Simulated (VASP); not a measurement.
A run of VASP 6.6.1:

Contents of INCAR:

```
SYSTEM = TaC
  PREC = Accurate
  ENCUT = 600
  EDIFF = 1E-7
  ISMEAR = 1
  SIGMA = 0.1
  LREAL = .FALSE.
  LASPH = .TRUE.
  NELM = 80
  ALGO = Normal
  ISIF = 3
  LWAVE = .FALSE.
  LCHARG = .FALSE.
  GGA = PE
  IBRION = 2
  NSW = 90
  EDIFFG = -0.005
```

Contents of KPOINTS:

```
regular mesh
0
G
  14 14 14
  0 0 0
```

File POSCAR:

```
TaC                                     
1.0
   -0.0000000000      2.2394334038      2.2394334038
    2.2394334038     -0.0000000000      2.2394334038
    2.2394334038      2.2394334038      0.0000000000
  Ta              C             
     1     1
Direct
     0.0000000000000000    0.0000000000000000    0.0000000000000000
     0.5000000000000000    0.5000000000000000    0.5000000000000000
```

Potentials or basis: VASP PAW PBE potentials, release 64 (Ta_pv, C).

Launch:

```sh
$ cat potpaw_PBE.64/Ta_pv/POTCAR potpaw_PBE.64/C/POTCAR > POTCAR
$ mpirun -np 1 vasp_std > vasp.out
```

Hardware: 1 thread of Intel(R) Xeon(R) Platinum 8259CL CPU @ 2.50GHz (Skylake/Cascade Lake), on a shared host.

Problem. How long does it take, and how much memory?

Solution. Wall time 61 s on 1 thread of Intel(R) Xeon(R) Platinum 8259CL CPU @ 2.50GHz (Skylake/Cascade Lake), with other jobs on the host, peak memory 0.19 GiB. Counts: scf iterations 26, k points 104, ion steps 3.
